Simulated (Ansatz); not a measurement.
A computed series for SrF2: pressure series

The parent structure is SrF2 in the fluorite structure (space group Fm-3m, No. 225; a = 5.857 Å).

Cell and atoms are relaxed at each pressure.

Method: plane-wave PAW DFT at the PBE level (Ansatz, an electronic-structure program, 420 eV), no spin-orbit coupling.

Notes on the quantities. enthalpy: H = E + PV relative to the base's energy.

```json
[
 {"variant": "base", "enthalpy": "–", "lattice parameter a": "5.857 Å", "band gap": "6.78 eV"},
 {"variant": "pressure −2 GPa", "enthalpy": "-0.21 eV/atom", "lattice parameter a": "5.922 Å", "band gap": "6.61 eV"},
 {"variant": "pressure −1 GPa", "enthalpy": "-0.11 eV/atom", "lattice parameter a": "(withheld)", "band gap": "6.70 eV"},
 {"variant": "pressure 0.3 GPa", "enthalpy": "+0.03 eV/atom", "lattice parameter a": "5.848 Å", "band gap": "(withheld)"},
 {"variant": "pressure 0.7 GPa", "enthalpy": "+0.07 eV/atom", "lattice parameter a": "5.837 Å", "band gap": "6.84 eV"},
 {"variant": "pressure 1.5 GPa", "enthalpy": "+0.16 eV/atom", "lattice parameter a": "5.814 Å", "band gap": "6.91 eV"},
 {"variant": "pressure 3 GPa", "enthalpy": "+0.31 eV/atom", "lattice parameter a": "5.776 Å", "band gap": "7.02 eV"},
 {"variant": "pressure 5 GPa", "enthalpy": "+0.50 eV/atom", "lattice parameter a": "5.729 Å", "band gap": "7.15 eV"},
 {"variant": "pressure 10 GPa", "enthalpy": "+0.98 eV/atom", "lattice parameter a": "5.632 Å", "band gap": "(withheld)"}
]
```

Q: What belongs in the blanks?

A: 
- pressure −1 GPa, lattice parameter a: 5.888 Å
- pressure 0.3 GPa, band gap: 6.81 eV
- pressure 10 GPa, band gap: 7.45 eV

Load acts through the strain it causes; cell and atoms are relaxed under it. Stability against distortions was not tested. No other phases were tried under pressure.
